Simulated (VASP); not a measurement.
# Si (P6/mmm) in VASP: notebook, part 3 of 3

VASP 6.6.1. The steps go on from the part before.

## 5. Band structure, r2SCAN0

POSCAR

```
Si
1.0
    4.1209500000      0.0000000000      0.0000000000
   -2.0604700000      3.5688500000      0.0000000000
    0.0000000000      0.0000000000      2.6547900000
Si
2
Direct
    0.3333300000      0.6666700000      0.5000000000
    0.6666700000      0.3333300000      0.5000000000
```

INCAR.step1

```
SYSTEM = Si
ALGO = Normal
EDIFF = 1E-5
ENCUT = 520
GGA = PE
ISIF = 2
ISMEAR = -1
LASPH = .TRUE.
LCHARG = .FALSE.
LREAL = .FALSE.
LWAVE = .TRUE.
NBANDS = 11
NELM = 80
PREC = Accurate
SIGMA = 0.05
```

INCAR.step2

```
SYSTEM = Si
AEXX = 0.25
ALGO = Normal
EDIFF = 1E-6
ENCUT = 520
HFRCUT = -1
ISIF = 2
ISMEAR = -1
ISTART = 1
LASPH = .TRUE.
LCHARG = .FALSE.
LHFCALC = .TRUE.
LMIXTAU = .TRUE.
LREAL = .FALSE.
LWAVE = .FALSE.
METAGGA = R2SCAN
NBANDS = 11
NELM = 80
PREC = Accurate
PRECFOCK = Normal
SIGMA = 0.05
```

KPOINTS

```
k-points
0
G
  4 4 5
  0 0 0
```

KPOINTS_OPT

```
path GMKGALHA,LM,KH
10
line-mode
reciprocal
 0.0000000000  0.0000000000  0.0000000000  G
 0.5000000000  0.0000000000  0.0000000000  M

 0.5000000000  0.0000000000  0.0000000000  M
 0.3333333333  0.3333333333  0.0000000000  K

 0.3333333333  0.3333333333  0.0000000000  K
 0.0000000000  0.0000000000  0.0000000000  G

 0.0000000000  0.0000000000  0.0000000000  G
 0.0000000000  0.0000000000  0.5000000000  A

 0.0000000000  0.0000000000  0.5000000000  A
 0.5000000000  0.0000000000  0.5000000000  L

 0.5000000000  0.0000000000  0.5000000000  L
 0.3333333333  0.3333333333  0.5000000000  H

 0.3333333333  0.3333333333  0.5000000000  H
 0.0000000000  0.0000000000  0.5000000000  A

 0.5000000000  0.0000000000  0.5000000000  L
 0.5000000000  0.0000000000  0.0000000000  M

 0.3333333333  0.3333333333  0.0000000000  K
 0.3333333333  0.3333333333  0.5000000000  H
```

Potentials or basis: VASP PAW PBE potentials, release 64 (Si).

Command:

```console
$ cat potpaw_PBE.64/Si/POTCAR > POTCAR
$ cp INCAR.step1 INCAR
$ mpirun -np 1 vasp_std > vasp.out
$ cp INCAR.step2 INCAR
$ mpirun -np 1 vasp_std > vasp.out
```

OUTCAR:

```text
SYSTEM = Si
   AEXX = 0.25
   EDIFF = 1E-6
   ENCUT = 520
   ISIF = 2
   ISMEAR = -1
   ISTART = 1
   LASPH = .TRUE.
   LHFCALC = .TRUE.
   LREAL = .FALSE.
   METAGGA = R2SCAN
   NELM = 80
   PREC = Accurate
   PRECFOCK = Normal

 ion  position               nearest neighbor table
   1  0.333  0.667  0.500-   2 2.38   2 2.38   2 2.38
   2  0.667  0.333  0.500-   1 2.38   1 2.38   1 2.38

  LATTYP: Found a hexagonal cell.
 ALAT       =     4.1209500000
 C/A-ratio  =     0.6442179595

  Lattice vectors:

 A1 = (   4.1209500000,   0.0000000000,   0.0000000000)
 A2 = (  -2.0604700000,   3.5688500000,   0.0000000000)
 A3 = (   0.0000000000,   0.0000000000,   2.6547900000)

Analysis of symmetry for initial positions (statically):
=====================================================================
 Subroutine PRICEL returns:
 Original cell was already a primitive cell.

 Routine SETGRP: Setting up the symmetry group for a
 hexagonal supercell.

 Subroutine GETGRP returns: Found  8 space group operations
 (whereof  8 operations were pure point group operations)
 out of a pool of 24 trial point group operations.

The static configuration has the point symmetry D_2h.

Analysis of symmetry for dynamics (positions and initial velocities):
=====================================================================
 Subroutine PRICEL returns:
 Original cell was already a primitive cell.

 Routine SETGRP: Setting up the symmetry group for a
 hexagonal supercell.

 Subroutine GETGRP returns: Found  8 space group operations
 (whereof  8 operations were pure point group operations)
 out of a pool of 24 trial point group operations.

The dynamic configuration has the point symmetry D_2h.

 Subroutine INISYM returns: Found  8 space group operations
 (whereof  8 operations are pure point group operations),
 and found     1 'primitive' translations

[... 124 lines left out ...]
   HFSCREENC=   0.0000 screening length for correlation (either q_TF or 0.3 A-1)
   ENCUTFOCK=  -1.0 apply spherical cutoff to Coloumb kernel
   IVDW    =     0    specifies the selected vdW correction
   LEPSILON=     F    determine dielectric tensor
   LRPA    =     F    only Hartree local field effects (RPA)
 non-spin polarized calculation
  energy-cutoff  :      520.00
  volume of cell :       39.04
 maximum number of plane-waves:      1084
 NGX is ok and might be reduce to    32
  NGX = 24; NGY = 24; NGZ = 16

 number of electron       8.0000000 magnetization

 Free energy of the ion-electron system (eV)
  ---------------------------------------------------
  ext. energy  EPLUGINS =         0.00000000
  ---------------------------------------------------
  free energy    TOTEN  =       -17.60554425 eV

  energy without entropy =      -17.60552313  energy(sigma->0) =      -17.60553369

 E-fermi :   6.1176     XC(G=0):  -7.9021

 val. band max:        5.6365100443   @ k =   0.2500   0.0000   0.2000
 cond. band min:       6.5988552164   @ k =   0.2500   0.0000   0.4000
 fundamental gap:      0.9623451721
 Fermi energy:         6.1175927060

 k-point     1 :       0.0000    0.0000    0.0000
  band No.  band energies     occupation
      1      -8.8562      2.00000
      2       2.1418      2.00000
      3       2.1422      2.00000
      4       2.5816      2.00000
      5       7.9850      0.00000
      6       7.9854      0.00000
      7      12.7200      0.00000
      8      13.9063      0.00000
      9      16.3760      0.00000
     10      21.3070      0.00000
     11      24.0390      0.00000
[... 267 lines left out ...]
 k-point    21 :      -0.2500    0.5000    0.4000
  band No.  band energies     occupation
      1      -3.2459      2.00000
      2      -0.8297      2.00000
      3       2.0130      2.00000
      4       2.5729      2.00000
      5       4.3796      2.00000
      6      10.4454      0.00000
      7      12.2597      0.00000
      8      12.3534      0.00000
      9      16.8331      0.00000
     10      17.4199      0.00000
     11      18.3187      0.00000

------------------------ aborting loop because EDIFF is reached ----------------------------------------

  FORCE on cell =-STRESS in cart. coord.  units (eV):
  Direction    XX          YY          ZZ          XY          YZ          ZX
  --------------------------------------------------------------------------------------
  -------------------------------------------------------------------------------------
  Total        0.0714155      0.0718247     -2.9821360      0.0003544      0.0000000      0.0000000
  in kB        2.9305380      2.9473294   -122.3720452      0.0145423      0.0000000      0.0000000
  external PRESSURE =     -38.8313926 kB  Pullay stress =       0.0000000 kB

 VOLUME and BASIS-vectors are now :
 -----------------------------------------------------------------------------
  energy-cutoff  :      520.00
  volume of cell :       39.04
      direct lattice vectors                 reciprocal lattice vectors
     4.120950000  0.000000000  0.000000000     0.242662493  0.140100813  0.000000000
    -2.060470000  3.568850000  0.000000000     0.000000000  0.280202306  0.000000000
     0.000000000  0.000000000  2.654790000     0.000000000  0.000000000  0.376677628

 POSITION                                       TOTAL-FORCE (eV/Angst)
 -----------------------------------------------------------------------------------
     -0.00002      2.37925      1.32740         0.000560     -0.000324      0.000000
      2.06050      1.18960      1.32740        -0.000560      0.000324      0.000000
 -----------------------------------------------------------------------------------
    total drift:                               -0.000000      0.000000      0.000000

  FREE ENERGIE OF THE ION-ELECTRON SYSTEM (eV)
  ---------------------------------------------------
  free  energy   TOTEN  =       -17.6055442461 eV

  energy  without entropy=      -17.6055231294  energy(sigma->0) =      -17.60553369
```

Run time: 6.6 min. Hardware: 1 thread of Intel Xeon 6975P-C (Granite Rapids), shared host; peak memory 0.2 GiB.

Results:

```yaml
Free_energy: -17.6055 eV
Pressure: -3.9 GPa
Band_gap_along_the_path: none (metal or under the smearing width)
```

Levels at the corners of the path, in eV from the Fermi level:
| point | band 2 | band 3 | band 4 | band 5 | band 6 | band 7 |
| --- | --- | --- | --- | --- | --- | --- |
| Γ | -3.98 | -3.98 | -3.54 | 1.87 | 1.87 | 6.60 |
| M | -10.89 | -5.33 | -1.76 | 7.45 | 8.34 | 8.59 |
| M | -10.89 | -5.33 | -1.76 | 7.45 | 8.34 | 8.59 |
| K | -11.73 | -6.97 | 3.99 | 3.99 | 4.99 | 10.22 |
| K | -11.73 | -6.97 | 3.99 | 3.99 | 4.99 | 10.22 |
| Γ | -3.98 | -3.98 | -3.54 | 1.87 | 1.87 | 6.60 |
| Γ | -3.98 | -3.98 | -3.54 | 1.87 | 1.87 | 6.60 |
| A | -7.49 | -0.77 | -0.77 | 1.89 | 4.34 | 5.39 |
| A | -7.49 | -0.77 | -0.77 | 1.89 | 4.34 | 5.39 |
| L | -6.37 | -5.55 | -3.52 | -2.01 | 3.87 | 4.73 |
| L | -6.37 | -5.55 | -3.52 | -2.01 | 3.87 | 4.73 |
| H | -7.14 | -4.62 | -4.62 | -3.40 | 2.77 | 8.33 |
| H | -7.14 | -4.62 | -4.62 | -3.40 | 2.77 | 8.33 |
| A | -7.49 | -0.77 | -0.77 | 1.89 | 4.34 | 5.39 |
| L | -6.37 | -5.55 | -3.52 | -2.01 | 3.87 | 4.73 |
| M | -10.89 | -5.33 | -1.76 | 7.45 | 8.34 | 8.59 |
| K | -11.73 | -6.97 | 3.99 | 3.99 | 4.99 | 10.22 |
| H | -7.14 | -4.62 | -4.62 | -3.40 | 2.77 | 8.33 |

Caveat: the k mesh is coarse (spacing up to 0.47 Å⁻¹), so the values aren't converged, least of all with exact exchange; the PAW data sets were made with another functional, which shifts forces and pressure a little.

## 6. Band structure, TPSSh

POSCAR is that of step 5.

INCAR.step1

```
  ALGO = Normal
  EDIFF = 1E-5
  ENCUT = 520
  GGA = PE
  ISIF = 2
  ISMEAR = -1
  LASPH = T
  LCHARG = F
  LREAL = F
  LWAVE = T
  NELM = 80
  PREC = Accurate
  SIGMA = 0.05
```

INCAR.step2

```
  AEXX = 0.1
  ALGO = Normal
  EDIFF = 1E-6
  ENCUT = 520
  HFRCUT = -1
  ISIF = 2
  ISMEAR = -1
  ISTART = 1
  LASPH = T
  LCHARG = F
  LHFCALC = T
  LMIXTAU = T
  LREAL = F
  LWAVE = F
  METAGGA = TPSS
  NELM = 80
  PREC = Accurate
  PRECFOCK = Normal
  SIGMA = 0.05
```

KPOINTS

```
k-points
0
Gamma
  4 4 5
```

KPOINTS_OPT: that of step 5 with these lines changed.

```diff
@@ -1,3 +1,3 @@
 path GMKGALHA,LM,KH
-10
+8
 line-mode
```

Potentials or basis: VASP PAW PBE potentials, release 64 (Si).

Command:

```console
$ cat potpaw_PBE.64/Si/POTCAR > POTCAR
$ cp INCAR.step1 INCAR
$ mpirun -np 1 vasp_std > vasp.out
$ cp INCAR.step2 INCAR
$ mpirun -np 1 vasp_std > vasp.out
```

It took 8.5 min on 1 thread of Intel Xeon Platinum 8488C (Sapphire Rapids), shared host; peak memory 0.18 GiB.

It converged, with:

```
Free energy             : -19.0896 eV
Pressure                : -3.1 GPa
Band gap along the path : none (metal or under the smearing width)
```

Stress tensor (GPa, compression positive):
```
  0.95   0.00   0.00
  0.00   0.95   0.00
  0.00   0.00 -11.24
```

Levels at the corners of the path, in eV from the Fermi level:
| point | band 1 | band 2 | band 3 | band 4 | band 5 | band 6 | band 7 | band 8 |
| --- | --- | --- | --- | --- | --- | --- | --- | --- |
| Γ | -13.38 | -3.33 | -3.33 | -3.06 | 1.49 | 1.49 | 5.84 | 6.93 |
| M | -11.42 | -9.64 | -4.57 | -1.52 | 6.62 | 7.41 | 7.73 | 8.42 |
| M | -11.42 | -9.64 | -4.57 | -1.52 | 6.62 | 7.41 | 7.73 | 8.45 |
| K | -10.43 | -10.43 | -6.12 | 3.38 | 3.38 | 4.28 | 9.21 | 9.21 |
| K | -10.43 | -10.43 | -6.12 | 3.38 | 3.38 | 4.28 | 9.21 | 9.21 |
| Γ | -13.38 | -3.33 | -3.33 | -3.06 | 1.49 | 1.49 | 5.84 | 6.93 |
| Γ | -13.38 | -3.33 | -3.33 | -3.06 | 1.49 | 1.49 | 5.84 | 6.93 |
| A | -9.21 | -6.50 | -0.46 | -0.46 | 1.45 | 3.71 | 4.76 | 4.76 |
| A | -9.21 | -6.50 | -0.46 | -0.46 | 1.45 | 3.71 | 4.76 | 4.76 |
| L | -7.24 | -5.56 | -4.74 | -2.97 | -1.55 | 3.31 | 4.19 | 5.33 |
| L | -7.24 | -5.56 | -4.74 | -2.97 | -1.55 | 3.31 | 4.19 | 5.33 |
| H | -6.29 | -6.29 | -3.88 | -3.88 | -2.82 | 2.27 | 7.51 | 7.68 |
| H | -6.29 | -6.29 | -3.88 | -3.88 | -2.82 | 2.27 | 7.50 | 7.68 |
| A | -9.21 | -6.50 | -0.46 | -0.46 | 1.45 | 3.71 | 4.76 | 4.76 |
| L | -7.24 | -5.56 | -4.74 | -2.97 | -1.55 | 3.31 | 4.19 | 5.33 |
| M | -11.42 | -9.64 | -4.57 | -1.52 | 6.62 | 7.41 | 7.73 | 8.43 |
| K | -10.43 | -10.43 | -6.12 | 3.38 | 3.38 | 4.28 | 9.21 | 9.21 |
| H | -6.29 | -6.29 | -3.88 | -3.88 | -2.82 | 2.27 | 7.52 | 7.68 |

Caveat: the k mesh is coarse (spacing up to 0.47 Å⁻¹), so the values aren't converged, least of all with exact exchange; the PAW data sets were made with another functional, which shifts forces and pressure a little.

## 7. Summary

```tsv
level	k mesh	grid for exact exchange (PRECFOCK)	exchange at q = 0	mesh quality	pressure (GPa)
PW91	8 × 8 × 10	-	-	not flagged	0.2
AM05	8 × 8 × 10	-	-	not flagged	-2.1
B3LYP	4 × 4 × 5	Normal	truncated	coarse	0.8
r2SCAN0	4 × 4 × 5	Normal	truncated	coarse	-3.9
TPSSh	4 × 4 × 5	Normal	truncated	coarse	-3.1
```

Alike in all rows: task band structure; potentials or basis VASP PAW PBE potentials, release 64 (Si); no spin polarisation; cell as given; cutoff (eV) 520; smearing fermi-dirac 0.05 eV.

Caveats: some runs use coarse meshes; the PAW data sets were made with another functional, which shifts forces and pressure a little.

Absolute energies hang on the potentials; compare differences alone.
